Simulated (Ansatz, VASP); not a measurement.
## Two plane-wave programs on Ag

```
Ag
1.0
     2.64104    0.00000    0.00000
     0.00000    2.64104    0.00000
     0.00000    0.00000    2.64104
Ag
1
Direct
  0.00000 0.00000 0.00000
```

The cell was built by a generator and needn't be a form met in nature.

Alike in both runs: task relaxation of cell and atoms; functional BLYP; k mesh 12 × 12 × 12; occupations fermi-dirac, width 0.1 eV; no spin polarisation.

```csv
,VASP,Ansatz
version,VASP 6.6.1,Ansatz 0.2.0
potentials or method,"VASP PAW PBE potentials, release 64 (Ag)","plane waves (420 eV) with PAW, scalar-relativistic"
plane-wave cutoff (eV),600,420
valence electrons in the cell,11,19
```

```csv
,VASP,Ansatz,Ansatz less VASP
relaxed volume (Å³/atom),22.53,22.45,-0.078
relaxed cell length with the largest relative difference (Å),2.824,2.821,-0.0033
energy change over the relaxation (meV/atom),-184,-181,+2.6
```

The two sets of potentials don't hold the same shells in valence.

Caveats: the volume moved by over 15 % at a fixed basis, so the end points are rough (VASP); the PAW data sets were made with another functional, which shifts forces and pressure a little (VASP).
